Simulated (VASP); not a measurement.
Here is a VASP 6.6.1 calculation.

Contents of INCAR:

```
SYSTEM = CuI
PREC = Accurate
ENCUT = 600
EDIFF = 1E-6
ISMEAR = 0
SIGMA = 0.03
LREAL = .False.
LASPH = .True.
NELM = 80
ALGO = Normal
ISIF = 3
LWAVE = .False.
LCHARG = .False.
GGA = CA
IBRION = 2
NSW = 90
EDIFFG = -0.01
```

The input KPOINTS:

```
regular mesh
0
Gamma
  8 8 8
  0 0 0
```

Contents of POSCAR:

```
CuI
1.0
    0.0000000000      3.0315000000      3.0315000000
    3.0315000000      0.0000000000      3.0315000000
    3.0315000000      3.0315000000      0.0000000000
Cu I
1 1
Direct
    0.2500000000      0.2500000000      0.2500000000
    0.0000000000      0.0000000000      0.0000000000
```

Potentials or basis: VASP PAW LDA potentials, release 64 (Cu, I).

Launch:

```console
$ cat potpaw_LDA.64/Cu/POTCAR potpaw_LDA.64/I/POTCAR > POTCAR
$ mpirun -np 1 vasp_std > vasp.out
```

(1) Estimate the band gap on the k mesh.

(2) Estimate the space group after relaxing (to 0.05 Å).

(3) Estimate the relaxed volume.

(4) What does it give for the relaxed cell?

Results:

(1) 1.28 eV, direct.

(2) F-43m (No. 216).

(3) 25.25 Å³/atom.

(4) a = 4.149 Å, b = 4.149 Å, c = 4.149 Å, α = 60.00°, β = 60.00°, γ = 60.00°.

Caveat: spin-orbit coupling is left out, which moves the levels of the heavy elements.
